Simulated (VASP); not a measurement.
# Ge (Fd-3m) in VASP: further runs, part 2 of 3

VASP 6.6.1.

### 4 Band structure, r2SCAN

INCAR

```
SYSTEM = Ge
ALGO     = Normal         ! electronic algorithm
EDIFF    = 1E-6           ! SCF threshold, eV
ENCUT    = 520            ! plane-wave cutoff, eV
ISIF     = 2              ! what is computed and relaxed
ISMEAR   = 0              ! smearing method
KPAR     = 4            
LASPH    = .TRUE.         ! aspherical terms in the spheres
LCHARG   = .FALSE.        ! write CHGCAR
LMIXTAU  = .TRUE.       
LREAL    = .FALSE.        ! projectors in reciprocal space
LWAVE    = .FALSE.        ! write WAVECAR
METAGGA  = R2SCAN         ! meta-GGA
NBANDS   = 21             ! bands
NELM     = 80             ! most SCF steps
PREC     = Accurate       ! precision mode
SIGMA    = 0.03           ! smearing width, eV
```

KPOINTS

```
k-points
0
G
  10 10 10
  0 0 0
```

POSCAR

```
Ge                                      
1.0
    0.0000000000      2.8370028273      2.8370028273
    2.8370028273      0.0000000000      2.8370028273
    2.8370028273      2.8370028273      0.0000000000
  Ge            
     2
Direct
     0.0000000000000000    0.0000000000000000    0.0000000000000000
     0.2500000000000000    0.2500000000000000    0.2500000000000000
```

KPOINTS_OPT is that of step 3.

Potentials or basis: VASP PAW PBE potentials, release 64 (Ge_d).

On the command line:

```bash
cat potpaw_PBE.64/Ge_d/POTCAR > POTCAR
mpirun -np 4 vasp_std > vasp.out
```

OUTCAR:

```text
SYSTEM = Ge
   EDIFF = 1E-6
   ENCUT = 520
   ISIF = 2
   ISMEAR = 0
   LASPH = .TRUE.
   LREAL = .FALSE.
   METAGGA = R2SCAN
   NELM = 80
   PREC = Accurate

 ion  position               nearest neighbor table
   1  0.000  0.000  0.000-   2 2.46   2 2.46   2 2.46   2 2.46
   2  0.250  0.250  0.250-   1 2.46   1 2.46   1 2.46   1 2.46

  LATTYP: Found a face centered cubic cell.
 ALAT       =     5.6740056546

  Lattice vectors:

 A1 = (   0.0000000000,   2.8370028273,   2.8370028273)
 A2 = (   2.8370028273,   0.0000000000,   2.8370028273)
 A3 = (   2.8370028273,   2.8370028273,   0.0000000000)
[... 191 lines left out ...]
      4     -20.7268      2.00000
      5     -20.7268      2.00000
      6     -20.5139      2.00000
[... 565 lines left out ...]
     20      17.0145      0.00000
     21      17.0322      0.00000

 [... further k-points ...]
[... 5 lines left out ...]
  --------------------------------------------------------------------------------------
  -------------------------------------------------------------------------------------
  Total        0.0134968      0.0134968      0.0134968      0.0000000      0.0000000      0.0000000
  in kB        0.4735133      0.4735133      0.4735133      0.0000000      0.0000000      0.0000000
  external PRESSURE =       0.4735133 kB  Pullay stress =       0.0000000 kB

 VOLUME and BASIS-vectors are now :
 -----------------------------------------------------------------------------
  energy-cutoff  :      520.00
  volume of cell :       45.67
      direct lattice vectors                 reciprocal lattice vectors
     0.000000000  2.837002827  2.837002827    -0.176242334  0.176242334  0.176242334
     2.837002827  0.000000000  2.837002827     0.176242334 -0.176242334  0.176242334
     2.837002827  2.837002827  0.000000000     0.176242334  0.176242334 -0.176242334

 POSITION                                       TOTAL-FORCE (eV/Angst)
 -----------------------------------------------------------------------------------
      0.00000      0.00000      0.00000         0.000000      0.000000      0.000000
      1.41850      1.41850      1.41850        -0.000000     -0.000000     -0.000000
 -----------------------------------------------------------------------------------
    total drift:                                0.000000     -0.000000      0.000000

  FREE ENERGIE OF THE ION-ELECTRON SYSTEM (eV)
  ---------------------------------------------------
  free  energy   TOTEN  =       -27.7425642416 eV

  energy  without entropy=      -27.7425642416  energy(sigma->0) =      -27.74256424
```

OSZICAR:

```text
N       E                     dE             d eps       ncg     rms          rms(c)
DAV:   1     0.172547059788E+03    0.17255E+03   -0.14805E+04  2209   0.372E+03
DAV:   2    -0.184329619037E+01   -0.17439E+03   -0.16899E+03  1979   0.637E+02
DAV:   3    -0.294638716342E+02   -0.27621E+02   -0.27456E+02  2294   0.146E+02
DAV:   4    -0.304201700404E+02   -0.95630E+00   -0.95588E+00  2214   0.320E+01
DAV:   5    -0.304368899216E+02   -0.16720E-01   -0.16719E-01  2264   0.465E+00    0.333E+00
DAV:   6    -0.277475600163E+02    0.26893E+01   -0.35882E-01  2082   0.102E+01    0.194E+00
DAV:   7    -0.279924158021E+02   -0.24486E+00   -0.30285E-01  2655   0.807E+00    0.329E-01
DAV:   8    -0.277487100531E+02    0.24371E+00   -0.11619E-01  2163   0.468E+00    0.121E-01
DAV:   9    -0.277392779674E+02    0.94321E-02   -0.48972E-03  2124   0.704E-01    0.106E-01
DAV:  10    -0.277141543700E+02    0.25124E-01   -0.20213E-02  2046   0.179E+00    0.669E-02
[... 47 further cycles ...]
DAV:  10    -0.199552495505E+05   -0.32454E-06     1537
       N       E                     dE             ncg
DAV:   1     0.311962316594E+05   -0.17227E+05      641
DAV:   2     0.287170202375E+05   -0.24792E+04      588
DAV:   3     0.283265899916E+05   -0.39043E+03      653
DAV:   4     0.283135374259E+05   -0.13053E+02      728
DAV:   5     0.283133167789E+05   -0.22065E+00      663
DAV:   6     0.283133101602E+05   -0.66187E-02      728
DAV:   7     0.283133098522E+05   -0.30795E-03      683
DAV:   8     0.283133098388E+05   -0.13365E-04      688
DAV:   9     0.283133098382E+05   -0.63611E-06      404
```

stdout:

```text
POSCAR found type information on POSCAR Ge
 POSCAR found :  1 types and       2 ions
 scaLAPACK will be used
 -----------------------------------------------------------------------------
|                                                                             |
|                                                                             |
|     You enforced a specific xc type in the INCAR file but a different       |
|     I HOPE YOU KNOW WHAT YOU ARE DOING!                                     |
|                                                                             |
 -----------------------------------------------------------------------------

 LDA part: xc-table for (None), standard interpolation
 POSCAR, INCAR and KPOINTS ok, starting setup
 FFT: planning ... GRIDC
 FFT: planning ... GRID_SOFT
 FFT: planning ... GRID
 WAVECAR not read
 entering main loop
 Start KPOINTS_OPT (optional k-point list driver)
k-point batch [1-47\202]
k-point batch [48-94\202]
k-point batch [95-141\202]
k-point batch [142-188\202]
k-point batch [189-202\202]
```

It took 2.3 min on 4 MPI ranks of AMD EPYC 9R14 (Zen 4), shared host; peak memory 0.16 GiB.

Results:

```
Free energy             : -27.7426 eV
Pressure                : 0.0 GPa
Band gap on the k mesh  : 0.32 eV, direct
Band gap along the path : 0.32 eV, direct
```

Levels at the corners of the path, in eV from the valence-band top:
```
point  band 12  band 13  band 14  band 15  band 16  band 17
    Γ     0.00     0.00     0.00     0.32     2.71     2.71
    X    -9.18    -3.20    -3.19     0.98     0.98    10.03
    X    -9.18    -3.20    -3.19     0.98     0.98    10.03
    W    -9.08    -4.01    -4.01     4.65     4.65     5.05
    W    -9.08    -4.01    -4.01     4.65     4.65     5.05
    K    -8.57    -4.45    -2.74     1.40     4.40     7.66
    K    -8.57    -4.45    -2.74     1.40     4.40     7.66
    Γ     0.00     0.00     0.00     0.32     2.71     2.71
    Γ     0.00     0.00     0.00     0.32     2.71     2.71
    L    -7.83    -1.47    -1.47     0.41     3.99     3.99
    L    -7.83    -1.47    -1.47     0.41     3.99     3.99
    U    -8.57    -4.45    -2.74     1.40     4.40     7.66
    U    -8.57    -4.45    -2.74     1.40     4.40     7.66
    W    -9.08    -4.01    -4.01     4.65     4.65     5.05
    W    -9.08    -4.01    -4.01     4.65     4.65     5.05
    L    -7.83    -1.47    -1.47     0.41     3.99     3.99
    L    -7.83    -1.47    -1.47     0.41     3.99     3.99
    K    -8.57    -4.45    -2.74     1.40     4.40     7.66
    U    -8.57    -4.45    -2.74     1.40     4.40     7.66
    X    -9.18    -3.20    -3.19     0.98     0.98    10.03
```

Caveat: the PAW data sets were made with another functional, which shifts forces and pressure a little.

### 5 Band structure, PBE, spin-orbit coupling, no magnetisation

INCAR

```
SYSTEM = Ge
ALGO     = Normal         ! electronic algorithm
EDIFF    = 1E-6           ! SCF threshold, eV
ENCUT    = 520            ! plane-wave cutoff, eV
GGA      = PE             ! functional
GGA_COMPAT= .FALSE.      
ISIF     = 2              ! what is computed and relaxed
ISMEAR   = 0              ! smearing method
KPAR     = 4            
LASPH    = .TRUE.         ! aspherical terms in the spheres
LCHARG   = .FALSE.        ! write CHGCAR
LNONCOLLINEAR= .TRUE.         ! non-collinear magnetism
LORBIT   = 11             ! projections on sites
LREAL    = .FALSE.        ! projectors in reciprocal space
LSORBIT  = .TRUE.         ! spin-orbit coupling
LWAVE    = .FALSE.        ! write WAVECAR
MAGMOM   = 0 0 0 0 0 0    ! initial moments
NBANDS   = 40             ! bands
NELM     = 80             ! most SCF steps
PREC     = Accurate       ! precision mode
SIGMA    = 0.03           ! smearing width, eV
```

KPOINTS is that of step 4.

POSCAR is that of step 4.

KPOINTS_OPT is that of step 4.

On the command line:

```bash
cat potpaw_PBE.64/Ge_d/POTCAR > POTCAR
mpirun -np 4 vasp_ncl > vasp.out
```

Run time: 2.1 min. Hardware: 4 MPI ranks of AMD EPYC 9R14 (Zen 4), shared host; peak memory 0.39 GiB.

It converged, with:

* Free energy: -9.0329 eV
* Pressure: 3.0 GPa
* Valence electrons inside the program's atomic spheres: Ge 12.41

(Continued in part 3 of 3.)
